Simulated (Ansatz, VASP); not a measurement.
This is a calculation of MnSb for VASP 6.6.1.

The input INCAR:

```
SYSTEM = MnSb
ALGO = Normal
EDIFF = 1E-7
ENCUT = 520
GGA = PE
ISIF = 2
ISMEAR = -1
ISPIN = 2
LASPH = .True.
LCHARG = .False.
LMAXMIX = 4
LORBIT = 11
LREAL = .False.
LWAVE = .False.
MAGMOM = 0 0 4 4
NBANDS = 30
NELM = 150
PREC = Accurate
SIGMA = 0.05
```

The input KPOINTS:

```
k-points
0
Gamma
  7 7 5
  0 0 0
```

File POSCAR:

```
MnSb
1.0
    4.0652823512      0.0000000000      0.0000000000
   -2.0326411756      3.5206377897      0.0000000000
    0.0000000000      0.0000000000      5.6620077084
Sb Mn
2 2
Direct
    0.6666666667      0.3333333333      0.7500000000
    0.3333333333      0.6666666667      0.2500000000
    0.0000000000      0.0000000000      0.5000000000
    0.0000000000      0.0000000000      0.0000000000
```

Potentials or basis: VASP PAW PBE potentials, release 64 (Sb, Mn_pv).

Command:

```sh
$ cat potpaw_PBE.64/Sb/POTCAR potpaw_PBE.64/Mn_pv/POTCAR > POTCAR
$ mpirun -np 1 vasp_std > vasp.out
```

**Question.** Set up the same calculation for Ansatz 0.2.0. Potentials there: Ansatz PAW.

**Answer.** As run (the cutoff follows the program's own potentials):

File input.yaml:

```yaml
crystal:
  lattice:
    - [4.0652823512, 0.0, 0.0]
    - [-2.0326411756, 3.5206377897, 0.0]
    - [0.0, 0.0, 5.6620077084]
  atoms:
    - { symbol: Sb, position: [0.6666666667, 0.3333333333, 0.75] }
    - { symbol: Sb, position: [0.3333333333, 0.6666666667, 0.25] }
    - { symbol: Mn, position: [0.0, 0.0, 0.5], spin: 4.0 }
    - { symbol: Mn, position: [0.0, 0.0, 0.0], spin: 4.0 }
hamiltonian:
  xc: pbe
  pseudopotentials: { kind: paw }
magnetization:
  spin_polarized: true
kpoints:
  mp_grid: { grid: [7, 7, 5] }
scf:
  occupations: { method: fermi_dirac, width: 0.05 }
output:
  forces: true
  stress: true
  eigenvalues: true
```

Potentials or basis: Ansatz PAW.

Command:

```sh
$ ansatz run input.yaml --threads 1 --pin off --max-ram 3584MiB --backend cpu --events-out ev --progress --plain --runs-dir out
```

Both were run:

|  | VASP | Ansatz | Ansatz less VASP |
| --- | --- | --- | --- |
| gap on the k mesh at the Fermi level (eV) | none | none | - |
| pressure (GPa) | 0.0 | 0.1 | +0.05 |
| largest component of the traceless stress (GPa) | 0.90 | 0.92 | +0.018 |
| net moment per atom (μB) | 1.58 | 1.58 | +0.002 |
| size of the moment on the site where the two differ most (μB) | 3.22 | 3.23 | +0.015 |

Site moments also hang on the region over which each program counts them. A gap of «none» marks a metal or a gap that the smearing closes. The two sets of potentials don't hold the same shells in valence.

Caveats: only a ferromagnetic start was run, and an antiferromagnetic order may lie lower in energy. The runs have no spin-orbit coupling, so splittings on Sb are missing.
